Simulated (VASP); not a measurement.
# CdS (Hawleyite) (F-43m) in VASP: notebook

The runs below take CdS (Hawleyite) through band structure, with r2SCAN, PBE.

All numbers are computed with VASP 6.6.1; they aren't measurements. Logs are shortened: lines on timing, memory, paths and dates and some standing lists are left out, and cuts for length are marked.

**1. Starting point**

It takes space group F-43m (No. 216, cubic). The conventional cell has a = 5.833 Å, b = 5.833 Å, c = 5.833 Å, α = 90.00°, β = 90.00°, γ = 90.00°. Cd (site symmetry -43m) is surrounded by 4 S at 2.53 Å. S (site symmetry -43m) has 4 Cd at 2.53 Å as nearest neighbours.

**2. Band structure, r2SCAN**

INCAR

```
PREC = Accurate
ENCUT = 520
EDIFF = 1E-6
ISMEAR = 0
SIGMA = 0.02
LREAL = False
LASPH = True
NELM = 60
ALGO = Normal
ISIF = 2
LWAVE = False
LCHARG = False
METAGGA = R2SCAN
LMIXTAU = True
```

KPOINTS

```
regular mesh
0
Gamma
  8 8 8
```

POSCAR

```
CdS
1.0
    0.0000000000      2.9165000000      2.9165000000
    2.9165000000      0.0000000000      2.9165000000
    2.9165000000      2.9165000000      0.0000000000
Cd S
1 1
Direct
    0.0000000000      0.0000000000      0.0000000000
    0.7500000000      0.7500000000      0.7500000000
```

KPOINTS_OPT

```
path GXWKGLUWLK,UX
20
line-mode
reciprocal
 0.0000000000  0.0000000000  0.0000000000  G
 0.5000000000  0.0000000000  0.5000000000  X

 0.5000000000  0.0000000000  0.5000000000  X
 0.5000000000  0.2500000000  0.7500000000  W

 0.5000000000  0.2500000000  0.7500000000  W
 0.3750000000  0.3750000000  0.7500000000  K

 0.3750000000  0.3750000000  0.7500000000  K
 0.0000000000  0.0000000000  0.0000000000  G

 0.0000000000  0.0000000000  0.0000000000  G
 0.5000000000  0.5000000000  0.5000000000  L

 0.5000000000  0.5000000000  0.5000000000  L
 0.6250000000  0.2500000000  0.6250000000  U

 0.6250000000  0.2500000000  0.6250000000  U
 0.5000000000  0.2500000000  0.7500000000  W

 0.5000000000  0.2500000000  0.7500000000  W
 0.5000000000  0.5000000000  0.5000000000  L

 0.5000000000  0.5000000000  0.5000000000  L
 0.3750000000  0.3750000000  0.7500000000  K

 0.6250000000  0.2500000000  0.6250000000  U
 0.5000000000  0.0000000000  0.5000000000  X
```

Potentials or basis: VASP PAW PBE potentials, release 64 (Cd, S).

Started as:

```bash
> cat potpaw_PBE.64/Cd/POTCAR potpaw_PBE.64/S/POTCAR > POTCAR
> mpirun -np 1 vasp_std > vasp.out
```

OUTCAR:

```text
PREC = Accurate
   ENCUT = 520
   EDIFF = 1E-6
   ISMEAR = 0
   LREAL = False
   LASPH = True
   NELM = 60
   ISIF = 2
   METAGGA = R2SCAN

 ion  position               nearest neighbor table
   1  0.000  0.000  0.000-   2 2.53   2 2.53   2 2.53   2 2.53
   2  0.750  0.750  0.750-   1 2.53   1 2.53   1 2.53   1 2.53

  LATTYP: Found a face centered cubic cell.
 ALAT       =     5.8330000000

  Lattice vectors:

 A1 = (   0.0000000000,   2.9165000000,   2.9165000000)
 A2 = (   2.9165000000,   0.0000000000,   2.9165000000)
 A3 = (   2.9165000000,   2.9165000000,   0.0000000000)

Analysis of symmetry for initial positions (statically):
=====================================================================
 Subroutine PRICEL returns:
 Original cell was already a primitive cell.

 Routine SETGRP: Setting up the symmetry group for a
 face centered cubic supercell.

 Subroutine GETGRP returns: Found 24 space group operations
 (whereof 24 operations were pure point group operations)
 out of a pool of 48 trial point group operations.

The static configuration has the point symmetry T_d .

Analysis of symmetry for dynamics (positions and initial velocities):
=====================================================================
 Subroutine PRICEL returns:
 Original cell was already a primitive cell.

 Routine SETGRP: Setting up the symmetry group for a
 face centered cubic supercell.

 Subroutine GETGRP returns: Found 24 space group operations
 (whereof 24 operations were pure point group operations)
 out of a pool of 48 trial point group operations.

The dynamic configuration has the point symmetry T_d .

 Subroutine INISYM returns: Found 24 space group operations
 (whereof 24 operations are pure point group operations),
 and found     1 'primitive' translations

----------------------------------------------------------------------------------------

                                     Primitive cell

  volume of cell :      49.6153

  direct lattice vectors                    reciprocal lattice vectors
     0.000000000  2.916500000  2.916500000    -0.171438368  0.171438368  0.171438368
     2.916500000  0.000000000  2.916500000     0.171438368 -0.171438368  0.171438368
     2.916500000  2.916500000  0.000000000     0.171438368  0.171438368 -0.171438368

  length of vectors
     4.124553855  4.124553855  4.124553855     0.296939964  0.296939964  0.296939964

  position of ions in fractional coordinates (direct lattice)
     0.000000000  0.000000000  0.000000000
     0.750000000  0.750000000  0.750000000

  ion indices of the primitive-cell ions
   primitive index   ion index
                 1           1
                 2           2

----------------------------------------------------------------------------------------

 KPOINTS: regular mesh

Automatic generation of k-mesh.
 Grid dimensions read from file:
 generate k-points for:    8    8    8

 Generating k-lattice:

  Cartesian coordinates                     Fractional coordinates (reciprocal lattice)
    -0.021429796  0.021429796  0.021429796     0.125000000  0.000000000  0.000000000
     0.021429796 -0.021429796  0.021429796     0.000000000  0.125000000  0.000000000
     0.021429796  0.021429796 -0.021429796     0.000000000  0.000000000  0.125000000

  Length of vectors
     0.037117495  0.037117495  0.037117495

  Shift w.r.t. Gamma in fractional coordinates (k-lattice)
     0.000000000  0.000000000  0.000000000

 Subroutine IBZKPT returns following result:
 ===========================================

 Found     29 irreducible k-points:

 Following reciprocal coordinates:
            Coordinates               Weight
  0.000000  0.000000  0.000000      1.000000
  0.125000  0.000000  0.000000      8.000000
  0.250000  0.000000  0.000000      8.000000
  0.375000  0.000000  0.000000      8.000000
  0.500000  0.000000  0.000000      4.000000
  0.125000  0.125000  0.000000      6.000000
[... 16 lines left out ...]
  0.500000  0.250000  0.125000     48.000000
 -0.375000  0.250000  0.125000     24.000000
 [... further k-points ...]
   k-points           NKPTS =     29   k-points in BZ     NKDIM =     29   number of bands    NBANDS=     13
   number of dos      NEDOS =    301   number of ions     NIONS =      2
   total plane-waves  NPLWV =  32768
   dimension x,y,z NGX =    32 NGY =   32 NGZ =   32
   dimension x,y,z NGXF=    64 NGYF=   64 NGZF=   64
   ions per type =               1   1
   NGX,Y,Z   is equivalent  to a cutoff of  12.90, 12.90, 12.90 a.u.
   NGXF,Y,Z  is equivalent  to a cutoff of  25.80, 25.80, 25.80 a.u.
 SYSTEM =  unknown system
   PREC   = accura    normal or accurate (medium, high low for compatibility)
   ISTART =      0    job   : 0-new  1-cont  2-samecut
   ICHARG =      2    charge: 1-file 2-atom 10-const
   ISPIN  =      1    spin polarized calculation?
   LNONCOLLINEAR =      F non collinear calculations
   LSORBIT =      F    spin-orbit coupling
   LASPH  =      T    aspherical Exc in radial PAW
   ENCUT  =  520.0 eV  38.22 Ry    6.18 a.u.   7.67  7.67  7.67*2*pi/ulx,y,z
   NELM   =     60;   NELMIN=  2; NELMDL= -5     # of ELM steps
   EDIFF  = 0.1E-05   stopping-criterion for ELM
   LREAL  =      F    real-space projection
   EDIFFG = 0.1E-04   stopping-criterion for IOM
   NSW    =      0    number of steps for IOM
   IBRION =     -1    ionic relax: 0-MD 1-quasi-New 2-CG
   NFREE  =      0    steps in history (QN), initial steepest desc. (CG)
   ISIF   =      2    stress and relaxation
   ISYM   =      2    0-nonsym 1-usesym 2-fastsym
   POTIM  = 0.5000    time-step for ionic-motion
   TEBEG  =    0.0;   TEEND  =   0.0 temperature during run
   PSTRESS=    0.0 pullay stress
   NELECT =      18.0000    total number of electrons
   NUPDOWN=      -1.0000    fix difference up-down
   EMIN   =  10.00;   EMAX   =-10.00  energy-range for DOS
   EFERMI =   0.00;   METHOD = LEGACY
   ISMEAR =     0;   SIGMA  =   0.02  broadening in eV -4-tet -1-fermi 0-gaus
   EFERMI_NEDOS =   21; number of points for ismear=-14 and -15
   IALGO  =     38    algorithm
   IMIX   =      4    mixing-type and parameters
     AMIX     =   0.40;   BMIX     =  1.00
     AMIX_MAG =   1.60;   BMIX_MAG =  1.00
  volume/ion in A,a.u.               =      24.81       167.41
  Fermi-wavevector in a.u.,A,eV,Ry     =   1.167599  2.206442 18.548649  1.363287
  Thomas-Fermi vector in A             =   2.304097
   LORBIT       =      0    0 simple, 1 ext, 2 COOP (PROOUT), +10 PAW based schemes
   METAGGA = R2SCAN    functional components
   LHFCALC =     F    Hartree Fock is set to
   AEXX    =    0.0000 exact exchange contribution
   IVDW    =     0    specifies the selected vdW correction
   LEPSILON=     F    determine dielectric tensor
   LRPA    =     F    only Hartree local field effects (RPA)
 non-spin polarized calculation
 Gauss-broadening in eV      SIGMA  =   0.02
  energy-cutoff  :      520.00
  volume of cell :       49.62
 maximum number of plane-waves:      1363
   NGX = 15   NGY = 15   NGZ = 15

 number of electron      18.0000004 magnetization

 Free energy of the ion-electron system (eV)
  ---------------------------------------------------
  ext. energy  EPLUGINS =         0.00000000
  ---------------------------------------------------
  free energy    TOTEN  =       -29.67829053 eV

  energy without entropy =      -29.67829053  energy(sigma->0) =      -29.67829053

 E-fermi :   1.2051     XC(G=0):  -9.7342

 val. band max:        1.0507295983   @ k =   0.0000   0.0000   0.0000
 cond. band min:       2.6434086942   @ k =   0.0000   0.0000   0.0000
 fundamental gap:      1.5926790959
 Fermi energy:         1.2050544809

 k-point     1 :       0.0000    0.0000    0.0000
  band No.  band energies     occupation
      1     -11.8260      2.00000
      2      -6.9173      2.00000
      3      -6.9173      2.00000
      4      -6.9173      2.00000
      5      -6.4029      2.00000
      6      -6.4029      2.00000
      7       1.0507      2.00000
      8       1.0507      2.00000
      9       1.0507      2.00000
     10       2.6434      0.00000
     11       8.1254      0.00000
     12       8.1254      0.00000
     13       8.1254      0.00000

 k-point     2 :       0.1250    0.0000    0.0000
  band No.  band energies     occupation
      1     -11.7634      2.00000
      2      -6.8936      2.00000
      3      -6.8936      2.00000
      4      -6.8590      2.00000
      5      -6.4038      2.00000
      6      -6.4038      2.00000
      7       0.0690      2.00000
      8       0.9267      2.00000
      9       0.9267      2.00000
     10       3.4428      0.00000
     11       7.8335      0.00000
     12       8.3312      0.00000
     13       8.3312      0.00000

 k-point     3 :       0.2500    0.0000    0.0000
  band No.  band energies     occupation
      1     -11.6115      2.00000
      2      -6.8420      2.00000
      3      -6.8420      2.00000
      4      -6.6537      2.00000
      5      -6.3983      2.00000
      6      -6.3983      2.00000
      7      -1.4441      2.00000
      8       0.6464      2.00000
      9       0.6464      2.00000
     10       4.2826      0.00000
     11       7.8019      0.00000
     12       8.6279      0.00000
     13       8.6279      0.00000
[... 305 lines left out ...]
 k-point    23 :       0.5000    0.2500    0.1250
  band No.  band energies     occupation
      1     -11.3804      2.00000
      2      -6.7462      2.00000
      3      -6.7209      2.00000
      4      -6.4712      2.00000
      5      -6.3683      2.00000
      6      -6.1085      2.00000
      7      -2.6436      2.00000
      8      -0.8063      2.00000
      9      -0.0299      2.00000
     10       5.8461      0.00000
     11       7.2026      0.00000
     12       8.2985      0.00000
     13       9.8614      0.00000

 k-point    24 :      -0.3750    0.2500    0.1250
  band No.  band energies     occupation
      1     -11.3316      2.00000
      2      -6.7396      2.00000
      3      -6.7032      2.00000
      4      -6.4293      2.00000
      5      -6.3756      2.00000
      6      -5.9013      2.00000
      7      -3.1094      2.00000
      8      -0.9129      2.00000
      9      -0.1963      2.00000
     10       5.9221      0.00000
     11       7.2037      0.00000
     12       8.7950      0.00000
     13       9.9307      0.00000

 [... further k-points ...]

------------------------ aborting loop because EDIFF is reached ----------------------------------------

  FORCE on cell =-STRESS in cart. coord.  units (eV):
  Direction    XX          YY          ZZ          XY          YZ          ZX
  --------------------------------------------------------------------------------------
  -------------------------------------------------------------------------------------
  Total        0.5575212      0.5575212      0.5575212     -0.0000000      0.0000000      0.0000000
  in kB       18.0034613     18.0034613     18.0034613     -0.0000000      0.0000000      0.0000000
  external PRESSURE =      18.0034613 kB  Pullay stress =       0.0000000 kB

 VOLUME and BASIS-vectors are now :
 -----------------------------------------------------------------------------
  energy-cutoff  :      520.00
  volume of cell :       49.62
      direct lattice vectors                 reciprocal lattice vectors
     0.000000000  2.916500000  2.916500000    -0.171438368  0.171438368  0.171438368
     2.916500000  0.000000000  2.916500000     0.171438368 -0.171438368  0.171438368
     2.916500000  2.916500000  0.000000000     0.171438368  0.171438368 -0.171438368

 POSITION                                       TOTAL-FORCE (eV/Angst)
 -----------------------------------------------------------------------------------
      0.00000      0.00000      0.00000        -0.000000     -0.000000      0.000000
      4.37475      4.37475      4.37475         0.000000      0.000000     -0.000000
 -----------------------------------------------------------------------------------
    total drift:                                0.000005      0.000005      0.000005

  FREE ENERGIE OF THE ION-ELECTRON SYSTEM (eV)
  ---------------------------------------------------
  free  energy   TOTEN  =       -29.6782905329 eV

  energy  without entropy=      -29.6782905329  energy(sigma->0) =      -29.67829053
```

Run time: 3.3 min. Hardware: 1 thread of Intel Xeon Platinum 8488C (Sapphire Rapids), shared host; peak memory 0.2 GiB.

What came out:

* Free energy: -29.6783 eV
* Pressure: 1.8 GPa
* Band gap on the k mesh: 1.59 eV, direct
* Band gap along the path: 1.59 eV, direct

Levels at the corners of the path, in eV from the valence-band top:
```tsv
point	band 6	band 7	band 8	band 9	band 10	band 11	band 12	band 13
Γ	-7.45	0.00	0.00	0.00	1.59	7.07	7.07	7.07
X	-7.00	-3.98	-1.93	-1.93	3.84	4.76	9.80	11.55
X	-7.00	-3.98	-1.93	-1.93	3.84	4.76	9.80	11.55
W	-6.81	-3.91	-2.31	-2.26	5.73	5.97	7.81	8.45
W	-6.81	-3.91	-2.31	-2.26	5.73	5.97	7.81	8.45
K	-6.87	-3.96	-2.60	-1.57	4.60	5.89	8.97	9.65
K	-6.87	-3.96	-2.60	-1.57	4.60	5.89	8.97	9.65
Γ	-7.45	0.00	0.00	0.00	1.59	7.07	7.07	7.07
Γ	-7.45	0.00	0.00	0.00	1.59	7.07	7.07	7.07
L	-7.07	-4.47	-0.77	-0.77	3.48	7.48	7.48	7.90
L	-7.07	-4.47	-0.77	-0.77	3.48	7.48	7.48	7.90
U	-6.87	-3.96	-2.60	-1.57	4.60	5.89	8.97	9.65
U	-6.87	-3.96	-2.60	-1.57	4.60	5.89	8.97	9.65
W	-6.81	-3.91	-2.31	-2.26	5.73	5.97	7.81	8.45
W	-6.81	-3.91	-2.31	-2.26	5.73	5.97	7.81	8.45
L	-7.07	-4.47	-0.77	-0.77	3.48	7.48	7.48	7.90
L	-7.07	-4.47	-0.77	-0.77	3.48	7.48	7.48	7.90
K	-6.87	-3.96	-2.60	-1.57	4.60	5.89	8.97	9.65
U	-6.87	-3.96	-2.60	-1.57	4.60	5.89	8.97	9.65
X	-7.00	-3.98	-1.93	-1.93	3.84	4.76	9.80	11.55
```

Caveat: the PAW data sets were made with another functional, which shifts forces and pressure a little. r2SCAN opens gaps a little over a GGA but as a rule still falls short of measured ones.

[end of part 1 of 2]
